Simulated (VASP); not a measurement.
# Sr (P6_3/mmc) in VASP: settings compared, part 2 of 2

VASP 6.6.1. Earlier steps stand in the parts before.

**3. Phonons, RPBE+D3(BJ)**

POSCAR

```
Sr
1.0
    4.3100000000      0.0000000000      0.0000000000
   -2.1550000000      3.7325694903      0.0000000000
    0.0000000000      0.0000000000      7.0500000000
Sr
2
Cartesian
    2.1550000002      1.2441898300      5.2875000000
   -0.0000000002      2.4883796603      1.7625000000
```

INCAR.step1

```
SYSTEM = Sr
ALGO = Normal
EDIFF = 1E-8
EDIFFG = -0.002
ENCUT = 250
GGA = RP
IBRION = 2
ISIF = 3
ISMEAR = -1
IVDW = 12
LASPH = .TRUE.
LCHARG = .FALSE.
LREAL = On
LWAVE = .FALSE.
NELM = 60
NSW = 40
PREC = Normal
SIGMA = 0.02
```

INCAR.step2

```
SYSTEM = Sr
ALGO = Normal
EDIFF = 1E-8
ENCUT = 250
GGA = RP
IBRION = 6
ISIF = 2
ISMEAR = -1
IVDW = 12
LASPH = .TRUE.
LCHARG = .FALSE.
LREAL = On
LWAVE = .FALSE.
NELM = 60
NFREE = 2
NSW = 1
POTIM = 0.015
PREC = Normal
SIGMA = 0.02
```

KPOINTS

```
k-points
0
G
  5 5 3
  0 0 0
```

Potentials or basis: VASP PAW PBE potentials, release 54 (Sr_sv).

On the command line:

```sh
> cat potpaw_PBE.54/Sr_sv/POTCAR > POTCAR
> cp INCAR.step1 INCAR
> mpirun -np 1 vasp_std > vasp.out
> cp CONTCAR POSCAR
> cp INCAR.step2 INCAR
> mpirun -np 1 vasp_std > vasp.out
```

OUTCAR:

```text
SYSTEM = Sr
   EDIFF = 1E-8
   ENCUT = 250
   GGA = RP
   IBRION = 6
   ISIF = 2
   ISMEAR = -1
   IVDW = 12
   LASPH = .TRUE.
   LREAL = On
   NELM = 60
   NFREE = 2
   NSW = 1
   POTIM = 0.015
   PREC = Normal
 IVDW          = 12

 ion  position               nearest neighbor table
   1  0.667  0.333  0.750-   2 3.44   2 3.44   2 3.44   2 3.44   2 3.44   2 3.44   2 4.86   2 4.86
                             2 4.86   2 4.86   2 4.86   2 4.86
   2  0.333  0.667  0.250-   1 3.44   1 3.44   1 3.44   1 3.44   1 3.44   1 3.44   1 4.86   1 4.86
                             1 4.86   1 4.86   1 4.86   1 4.86

  LATTYP: Found a hexagonal cell.
 ALAT       =     3.4292591514
 C/A-ratio  =     1.6430398423

  Lattice vectors:

 A1 = (   3.4292591514,   0.0000000000,   0.0000000000)
 A2 = (  -1.7146295757,   2.9698255413,   0.0000000000)
 A3 = (   0.0000000000,   0.0000000000,   5.6344094153)

Analysis of symmetry for initial positions (statically):
=====================================================================
 Subroutine PRICEL returns:
 Original cell was already a primitive cell.

 Routine SETGRP: Setting up the symmetry group for a
 hexagonal supercell.

 Subroutine GETGRP returns: Found 24 space group operations
 (whereof 12 operations were pure point group operations)
 out of a pool of 24 trial point group operations.

The static configuration has the point symmetry D_3d.
 The point group associated with its full space group is D_6h.

Analysis of symmetry for dynamics (positions and initial velocities):
=====================================================================
 Subroutine PRICEL returns:
 Original cell was already a primitive cell.

[... 143 lines left out ...]

------------------------ aborting loop because EDIFF is reached ----------------------------------------

 Edisp (eV)   -6.02421

 E8    (eV) :    -4.6629
[... 151 lines left out ...]
--------------------------------------- Ionic step        5  -------------------------------------------

 number of electron      19.9999998 magnetization

 Free energy of the ion-electron system (eV)
  ---------------------------------------------------
  ext. energy  EPLUGINS =         0.00000000
  ---------------------------------------------------
  free energy    TOTEN  =        -0.42378877 eV

  energy without entropy =       -0.41932224  energy(sigma->0) =       -0.42155550

 E-fermi :   4.3637     XC(G=0):  -9.5409

 val. band max:        4.3494431884   @ k =   0.4000   0.2000   0.0000
 cond. band min:       4.3783688099   @ k =   0.4000   0.2000   0.0000
 fundamental gap:      0.0289256215
 Fermi energy:         4.3636807630

 k-point     1 :       0.0000    0.0000    0.0000
  band No.  band energies     occupation
      1     -31.2551      2.00000
      2     -31.0353      2.00000
      3     -14.0764      2.00000
      4     -12.7676      2.00000
      5     -12.7676      2.00000
      6     -12.5926      2.00000
      7     -12.5926      2.00000
      8     -12.5926      2.00000
      9       0.3960      2.00000
     10       3.0233      2.00000
     11       6.6367      0.00000
     12       7.4342      0.00000
     13       7.4605      0.00000
     14       7.4605      0.00000
[... 218 lines left out ...]
  FREE ENERGIE OF THE ION-ELECTRON SYSTEM (eV)
  ---------------------------------------------------
  free  energy   TOTEN  =        -6.4480023404 eV

  energy  without entropy=       -6.4435358134  energy(sigma->0) =       -6.44576908

 INTERNAL STRAIN TENSORS FROM DISPLACED ATOMS
 ============================================

 INTERNAL STRAIN TENSOR FOR ION    1 for displacements in x,y,z  (eV/Angst):
          X           Y           Z          XY          YZ          ZX
  --------------------------------------------------------------------------------
  x     0.00000     0.00000     0.00000     2.08370     0.00000     0.00000
  y     2.08370    -2.08370     0.00000     0.00000     0.00000     0.00000
  z    -0.00000     0.00000     0.00000    -0.00000     0.00000     0.00000

 INTERNAL STRAIN TENSOR FOR ION    2 for displacements in x,y,z  (eV/Angst):
          X           Y           Z          XY          YZ          ZX
  --------------------------------------------------------------------------------
  x     0.00000     0.00000     0.00000    -2.08370     0.00000     0.00000
  y    -2.08370     2.08370     0.00000    -0.00000     0.00000     0.00000
  z     0.00000     0.00000    -0.00000     0.00000     0.00000     0.00000

 Eigenvectors and eigenvalues of the dynamical matrix
 ----------------------------------------------------

   1 f  =    6.401404 THz    40.221205 2PiTHz  213.527842 cm-1    26.474066 meV
             X         Y         Z           dx          dy          dz
      1.714630  0.989942  4.225807     0.000000    0.000000    0.707107
     -0.000000  1.979884  1.408602     0.000000    0.000000   -0.707107
[... 21 lines left out ...]
   6 f  =    0.000000 THz     0.000000 2PiTHz    0.000000 cm-1     0.000000 meV
             X         Y         Z           dx          dy          dz
      1.714630  0.989942  4.225807     0.000000    0.000000    0.707107
     -0.000000  1.979884  1.408602     0.000000    0.000000    0.707107

 ELASTIC MODULI CONTR FROM IONIC RELAXATION (kBar)
 Direction    XX          YY          ZZ          XY          YZ          ZX
 --------------------------------------------------------------------------------
 XX         -98.6986     98.6986      0.0000     -0.0000      0.0000      0.0000
 YY          98.6986    -98.6986     -0.0000      0.0000      0.0000      0.0000
 ZZ           0.0000     -0.0000     -0.0000      0.0000      0.0000      0.0000
 XY          -0.0000      0.0000      0.0000    -98.6986      0.0000      0.0000
 YZ           0.0000      0.0000      0.0000      0.0000      0.0000      0.0000
 ZX           0.0000      0.0000      0.0000      0.0000      0.0000      0.0000
 --------------------------------------------------------------------------------
```

Wall time 79 s (1 thread of Intel Xeon Platinum 8488C (Sapphire Rapids), shared host); peak memory 0.14 GiB.

These settings aren't checked as converged: the numbers below hold their error.

Results:

| Quantity | Value |
| --- | --- |
| Relaxed volume | 28.69 Å³/atom |
| Relaxed cell | a = 3.429 Å, b = 3.429 Å, c = 5.634 Å, α = 90.00°, β = 90.00°, γ = 120.00° |
| Space group after relaxing (to 0.05 Å) | P6_3/mmc (No. 194) |
| Highest phonon frequency at Γ | 214 cm⁻¹ |
| Dispersion energy per atom | -3.012 eV |

Caveat: the cutoff is under 1.25 times the usual one of these potentials, so pressure, stress and relaxed cells hold a basis-set (Pulay) error; the volume moved by over 15 % at a fixed basis, so the end points are rough; the PAW data sets were made with another functional, which shifts forces and pressure a little.

**4. For comparison**

An earlier run on the cell as given: functional PBE; potentials or basis VASP PAW PBE potentials, release 64 (Sr_sv); cutoff 520 eV; k mesh 7 × 7 × 4; occupations fermi-dirac, width 0.05 eV; no spin polarisation.

* Pressure: -0.3 GPa
* Band gap on the k mesh: none (metal or under the smearing width)
